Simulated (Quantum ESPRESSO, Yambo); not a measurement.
An input for Quantum ESPRESSO 7.5 (SiC (Moissanite)):

```
&control
  calculation = 'scf'
  prefix = 'x'
  outdir = 'o'
  pseudo_dir = 'pseudo'
/
&system
  ibrav = 0
  nat = 12
  ntyp = 2
  ecutwfc = 74.0
  nbnd = 34
  force_symmorphic = .true.
/
&electrons
  conv_thr = 1e-10
  electron_maxstep = 80
  mixing_beta = 0.5
/
ATOMIC_SPECIES
  Si 28.085 Si.upf
  C 12.011 C.upf
CELL_PARAMETERS angstrom
  3.0810000000 -0.0000000000 0.0000000000
  -1.5405000000 2.6682242691 0.0000000000
  0.0000000000 0.0000000000 15.1248000000
ATOMIC_POSITIONS crystal
  Si 0.0000000000 0.0000000000 0.0000000000
  Si 0.0000000000 0.0000000000 0.5000000000
  Si 0.3333333333 0.6666666667 0.1664000000
  Si 0.6666666667 0.3333333333 0.6664000000
  Si 0.6666666667 0.3333333333 0.3329000000
  Si 0.3333333333 0.6666666667 0.8329000000
  C 0.3333333333 0.6666666667 0.0412000000
  C 0.6666666667 0.3333333333 0.5412000000
  C 0.6666666667 0.3333333333 0.2080000000
  C 0.3333333333 0.6666666667 0.7080000000
  C 0.0000000000 0.0000000000 0.3746000000
  C 0.0000000000 0.0000000000 0.8746000000
K_POINTS automatic
  6 6 2 0 0 0
```

```sh
OMP_NUM_THREADS=1 mpirun -n 4 pw.x -nk 4 -in pw.in > pw.out
```

Question: Estimate wall time and host memory on 4 MPI ranks of Arm Neoverse V1, shared host.

It took 38 s; on shared hardware allow 19 s to 75 s. Peak host memory was 0.52 GiB.

[Paths, hosts, dates, memory and timing lines, banners, echoed tables and standing remarks are left out of the program output.]

[Logs are printed without paths, hosts, clocks, repeated set-up lines and the standing remarks that a program may print on its own settings, such as how far it seeks lower states.]

[Runs of the session that timed out or met a known fault of the program may be left out.]

[Hosts, paths, dates, database ids (printed as entryN), source tags and the programs' standing remarks are cut or masked in the printed files.]
